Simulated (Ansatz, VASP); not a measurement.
Ca: VASP beside Ansatz

```xyz
12
Lattice="4.4783 2.5855 9.4126 -4.4783 2.5855 9.4126 0.0000 -5.1711 9.4126" Properties=species:S:1:pos:R:3 pbc="T T T"
Ca   -1.9225    1.1100    6.5027
Ca    0.0000   -2.2199    6.5027
Ca    1.9225    1.1100    6.5027
Ca    1.9225   -1.1100   21.7351
Ca   -1.9225   -1.1100   21.7351
Ca    0.0000    2.2199   21.7351
Ca   -1.7835    1.0297   10.2495
Ca    0.0000   -2.0594   10.2495
Ca    1.7835    1.0297   10.2495
Ca    1.7835   -1.0297   17.9883
Ca   -1.7835   -1.0297   17.9883
Ca    0.0000    2.0594   17.9883
```

Alike in both runs: functional PBEsol; k mesh 3 × 3 × 3; occupations gaussian, width 0.1 eV; no spin polarisation.

Ansatz relaxed the structure, and its values are those at the end. VASP's run is a single point on that final structure, the one shown.

|  | VASP | Ansatz |
| --- | --- | --- |
| version | VASP 6.6.1 | Ansatz 0.2.0 |
| potentials or method | VASP PAW PBE potentials, release 64 (Ca_sv) | scalar-relativistic, plane waves, PAW |
| plane-wave cutoff (eV) | 520 | 420 |
| valence electrons in the cell | 120 | 120 |

```csv
,VASP,Ansatz,Ansatz less VASP
gap on the k mesh at the Fermi level (eV),none,none,-
pressure (GPa),0.0,0.0,+0.01
rms of the force components (eV/Å),0.008,0.010,+0.0015
```

A gap of «none» marks a metal or a gap that the smearing closes. The functional is the same, so the differences come from potentials, cutoffs and numerics.

Caveats: the PAW data sets were made with another functional, which shifts forces and pressure a little (VASP).
